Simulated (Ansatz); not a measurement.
# CdS: energy and pressure over a range of volumes

Aim: scale the cell of CdS up and down at fixed shape and fractional positions, and get the equilibrium volume and bulk modulus with LAPW, PAW and all-electron datasets made for the crystal.

The COD entry's cell or inner coordinates are ideal or old and differ from later refinements, so a difference from it is no clean test against experiment.

Program: Ansatz 0.2.0. Level of theory: DFT PBE, scalar-relativistic. These are calculated values, not measurements.

### Step 1. The system as given

The structure is cubic, space group F-43m (No. 216). The conventional cell has a = 5.820 Å, b = 5.820 Å, c = 5.820 Å, α = 90.00°, β = 90.00°, γ = 90.00°. Around Cd (site symmetry -43m) lie 4 S at 2.52 Å. S (site symmetry -43m) has 4 Cd at 2.52 Å as nearest neighbours.

Structure file:

```xyz
2
Lattice="0.0000 2.9100 2.9100 2.9100 0.0000 2.9100 2.9100 2.9100 0.0000" Properties=species:S:1:pos:R:3 pbc="T T T"
Cd    0.0000    0.0000    0.0000
S     4.3650    4.3650    4.3650
```

The cell is a deposited one (Crystallography Open Database entry 1011260); the temperature and pressure of the measurement aren't taken into account, and nothing was relaxed.

Atoms are numbered in the order of the input: Cd1, S2.

### Step 2. Volume × 0.96, LAPW

Contents of input.yaml:

```yaml
crystal:
  lattice:
    - [0.0, 2.8706708545, 2.8706708545]
    - [2.8706708545, 0.0, 2.8706708545]
    - [2.8706708545, 2.8706708545, 0.0]
  atoms:
    - { symbol: Cd, position: [0.0, 0.0, 0.0] }
    - { symbol: S, position: [0.75, 0.75, 0.75] }
kpoints:
  mp_grid: { grid: [8, 8, 8] }
scf:
  occupations: { method: fermi_dirac, width: 0.01 }
hamiltonian:
  xc: pbe
  pseudopotentials: { kind: all_electron, lapw: { basis_error: 0.001 } }
output:
  forces: true
  stress: true
  eigenvalues: true
```

### Step 3. Volume × 0.96, PAW

Changes to input.yaml since step 2:

```diff
@@ -14,3 +14,3 @@
   xc: pbe
-  pseudopotentials: { kind: all_electron, lapw: { basis_error: 0.001 } }
+  pseudopotentials: { kind: paw }
 output:
@@ -19 +19,2 @@
   eigenvalues: true
+  efg: { contact_densities: true }
```

### Step 4. Volume × 0.96, crystal datasets

Changes to input.yaml since step 3:

```diff
@@ -14,3 +14,3 @@
   xc: pbe
-  pseudopotentials: { kind: paw }
+  pseudopotentials: { kind: all_electron, datasets: crystal }
 output:
```

### Step 5. Volume × 0.98, LAPW

Contents of input.yaml:

```yaml
crystal:
  lattice:
    - [0.0, 2.8904692102, 2.8904692102]
    - [2.8904692102, 0.0, 2.8904692102]
    - [2.8904692102, 2.8904692102, 0.0]
  atoms:
    - { symbol: Cd, position: [0.0, 0.0, 0.0] }
    - { symbol: S, position: [0.75, 0.75, 0.75] }
kpoints:
  mp_grid: { grid: [8, 8, 8] }
scf:
  occupations: { method: fermi_dirac, width: 0.01 }
hamiltonian:
  xc: pbe
  pseudopotentials: { kind: all_electron, lapw: { basis_error: 0.001 } }
output:
  forces: true
  stress: true
  eigenvalues: true
```

### Step 6. Volume × 0.98, PAW

Changes to input.yaml since step 5:

```diff
@@ -14,3 +14,3 @@
   xc: pbe
-  pseudopotentials: { kind: all_electron, lapw: { basis_error: 0.001 } }
+  pseudopotentials: { kind: paw }
 output:
@@ -19 +19,2 @@
   eigenvalues: true
+  efg: { contact_densities: true }
```

### Step 7. Volume × 1.02, LAPW

Contents of input.yaml:

```yaml
crystal:
  lattice:
    - [0.0, 2.9292720848, 2.9292720848]
    - [2.9292720848, 0.0, 2.9292720848]
    - [2.9292720848, 2.9292720848, 0.0]
  atoms:
    - { symbol: Cd, position: [0.0, 0.0, 0.0] }
    - { symbol: S, position: [0.75, 0.75, 0.75] }
kpoints:
  mp_grid: { grid: [8, 8, 8] }
scf:
  occupations: { method: fermi_dirac, width: 0.01 }
hamiltonian:
  xc: pbe
  pseudopotentials: { kind: all_electron, lapw: { basis_error: 0.001 } }
output:
  forces: true
  stress: true
  eigenvalues: true
```

### Step 8. Volume × 1.02, PAW

Changes to input.yaml since step 7:

```diff
@@ -14,3 +14,3 @@
   xc: pbe
-  pseudopotentials: { kind: all_electron, lapw: { basis_error: 0.001 } }
+  pseudopotentials: { kind: paw }
 output:
@@ -19 +19,2 @@
   eigenvalues: true
+  efg: { contact_densities: true }
```

### Step 9. Volume × 1.04, LAPW

Contents of input.yaml:

```yaml
crystal:
  lattice:
    - [0.0, 2.9482938651, 2.9482938651]
    - [2.9482938651, 0.0, 2.9482938651]
    - [2.9482938651, 2.9482938651, 0.0]
  atoms:
    - { symbol: Cd, position: [0.0, 0.0, 0.0] }
    - { symbol: S, position: [0.75, 0.75, 0.75] }
kpoints:
  mp_grid: { grid: [8, 8, 8] }
scf:
  occupations: { method: fermi_dirac, width: 0.01 }
hamiltonian:
  xc: pbe
  pseudopotentials: { kind: all_electron, lapw: { basis_error: 0.001 } }
output:
  forces: true
  stress: true
  eigenvalues: true
```

### Step 10. Volume × 1.04, PAW

Changes to input.yaml since step 9:

```diff
@@ -14,3 +14,3 @@
   xc: pbe
-  pseudopotentials: { kind: all_electron, lapw: { basis_error: 0.001 } }
+  pseudopotentials: { kind: paw }
 output:
@@ -19 +19,2 @@
   eigenvalues: true
+  efg: { contact_densities: true }
```

### Step 11. Volume × 1.04, crystal datasets

Changes to input.yaml since step 10:

```diff
@@ -14,3 +14,3 @@
   xc: pbe
-  pseudopotentials: { kind: paw }
+  pseudopotentials: { kind: all_electron, datasets: crystal }
 output:
```

(Steps that only read results are left out.)

**Question.** What will these runs give?

**Answer**, as computed:

| quantity | value |
| --- | --- |
| pressure at 23.66 Å³/atom (LAPW) | 6.37 GPa |
| pressure at 25.63 Å³/atom (LAPW) | 0.87 GPa |

Over this range the mean stiffness −dP/dlnV is 69 GPa by LAPW; the pressure keeps one sign, so equilibrium lies outside the range. The gap goes from 1.25 eV at the smallest volume to 1.08 eV at the largest. No thermal or zero-point expansion is included.

These are semilocal Kohn-Sham gaps, which aren't the measured quantity. Such gaps usually fall short of the measured ones.
